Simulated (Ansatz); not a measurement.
Mo: two-dimensional strain map

The calculation used DFT PBE, scalar-relativistic, plane waves, PAW in Ansatz 0.2.0. The runs took a 420 eV cutoff, a Γ-centred 22×22×22 mesh and Gaussian smearing (0.15 eV). No spin polarisation. Energies are free energies at this smearing, counted from the undisturbed cell; pressure is positive in compression.

The starting cell (as given, not relaxed at this level; it stands at 4.8 GPa):

```
CELL_PARAMETERS angstrom
-1.57100 1.57100 1.57100
1.57100 -1.57100 1.57100
1.57100 1.57100 -1.57100
ATOMIC_POSITIONS crystal
Mo 0.00000 0.00000 0.00000
```

The cell is strained by p along both x and y and by q along z, fractional coordinates fixed. Points are written (p, q).

Energy above the undisturbed cell in meV/atom (a dash: not computed):

```csv
p \ q,-0.030,-0.015,0.000,0.015,0.030
-0.030,160.5,118.8,89.7,?,64.3
-0.015,?,49.2,28.8,19.4,19.8
0.000,?,12.4,0.0,-1.9,5.8
0.015,21.2,4.9,?,4.8,19.0
0.030,32.5,23.4,25.0,36.2,56.3
```

Problem. Fill in the withheld energies.

Solution. (-0.030, 0.015): 71.9; (-0.015, -0.030): 81.7; (0.000, -0.030): 36.5; (0.015, 0.000): -0.2.